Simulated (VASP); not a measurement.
Set up this calculation in VASP 6.6.1, as the native input.

* Task: relaxation of cell and atoms
* Functional: PBE
* Potentials or basis: VASP PAW PBE potentials, release 64 (Na_pv, Cl)
* Cutoff: 700 eV
* k mesh: 10 × 10 × 10
* Occupations: gaussian, width 0.02 eV
* Spin: no spin polarisation
* Target pressure: 6.66 GPa
* Further INCAR settings: ALGO = Fast; EDIFF = 1e-07; IBRION = 2; EDIFFG = -0.002; NSW = 80; ISIF = 3
* Target pressure: 6.66 GPa

The structure of NaCl lies in POSCAR:

```
NaCl                                    
1.0
    0.0000000000      2.6789323472      2.6789323472
    2.6789323472      0.0000000000      2.6789323472
    2.6789323472      2.6789323472     -0.0000000000
  Na              Cl            
     1     1
Direct
     0.0000000000000000    0.0000000000000000    0.0000000000000000
     0.5000000000000000    0.5000000000000000    0.5000000000000000
```

One way to write it, as run:

INCAR

```
SYSTEM = NaCl
PREC = Accurate ; ENCUT = 700
EDIFF = 1E-7 ; ISMEAR = 0
SIGMA = 0.02 ; LREAL = .False.
LASPH = .True. ; NELM = 80
ALGO = Fast ; ISIF = 3
LWAVE = .False. ; LCHARG = .False.
GGA = PE ; IBRION = 2
NSW = 80 ; EDIFFG = -0.002
PSTRESS = 66.6
```

KPOINTS

```
regular mesh
0
Gamma
  10 10 10
  0 0 0
```

Potentials or basis: VASP PAW PBE potentials, release 64 (Na_pv, Cl).

Launch:

```bash
$ cat potpaw_PBE.64/Na_pv/POTCAR potpaw_PBE.64/Cl/POTCAR > POTCAR
$ mpirun -np 1 vasp_std > vasp.out
```

It gave:

```yaml
Relaxed_volume: 19.23 Å³/atom
Relaxed_cell: a = 3.789 Å, b = 3.789 Å, c = 3.789 Å, α = 60.00°, β = 60.00°, γ = 60.00°
Space_group_after_relaxing_to_0.05_Å: Fm-3m (No. 225)
Energy_change_on_relaxing_the_enthalpy_is_what_falls: -0.2 meV/atom
Ionic_steps: 3
Pressure_after_relaxing: 6.7 GPa
Band_gap_on_the_k_mesh: 5.77 eV, direct
```

Caveat: the cell is relaxed towards a set pressure, so the enthalpy falls and the energy may rise.

Run time: 50 s on 1 thread of AMD EPYC 9R14 (Zen 4), on a shared host, peak memory 0.18 GiB.
